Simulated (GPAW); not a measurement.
Runs of GPAW 26.7.0 on KMgF3. Symmetry: Pm-3m, No. 221, cubic system. Conventional cell: a = 3.986 Å, b = 3.986 Å, c = 3.986 Å, α = 90.00°, β = 90.00°, γ = 90.00°. Around K (site symmetry m-3m) lie 12 F at 2.82 Å. Around Mg (site symmetry m-3m) lie 6 F at 1.99 Å. F (site symmetry 4/mmm) has 2 Mg at 1.99 Å as nearest neighbours. 

```tsv
task	level	potentials or basis	cell	k mesh	cutoff (eV)	smearing	response ecut	eta	maxiter	response k mesh	domega0	gap on the mesh (eV)	pressure (GPa)
optical spectrum	AM05	PAW data sets generated in the run's folder for this functional, pw	as given	6 × 6 × 6	650	fermi-dirac 0.001 eV	50 eV	0.1 eV	150	11 × 11 × 11	0.05 eV	7.32	-
electron localisation function	PBE	GPAW PAW data sets (gpaw-data 1.2.1), pw	as given	4 × 4 × 4	680	fermi-dirac 0.01 eV	-	-	150	-	-	7.32	(a)
Born charges	PBE+D3(op)	GPAW PAW data sets (gpaw-data 1.2.1), pw	atoms relaxed	4 × 4 × 4	680	fermi-dirac 0.01 eV	-	-	150	-	-	7.32	2.4
single point	PBE	GPAW PAW data sets (gpaw-data 1.2.1), pw	as given	6 × 6 × 6	650	fermi-dirac 0.05 eV	-	-	120	-	-	7.32	3.6
```

Alike in all rows: no spin polarisation.

Problem. Estimate the missing entries.

Solution. (a) 3.3.

Caveats: the cutoff is short for stress and forces, so pressures can be off by a GPa or more (some runs); the long-wavelength limit can be off by a per cent or two (some runs); an odd mesh through Γ misses points on the zone boundary, where band edges often lie (some runs); the LO-TO splitting is left out (some runs).

Not every run made on this cell is shown here.
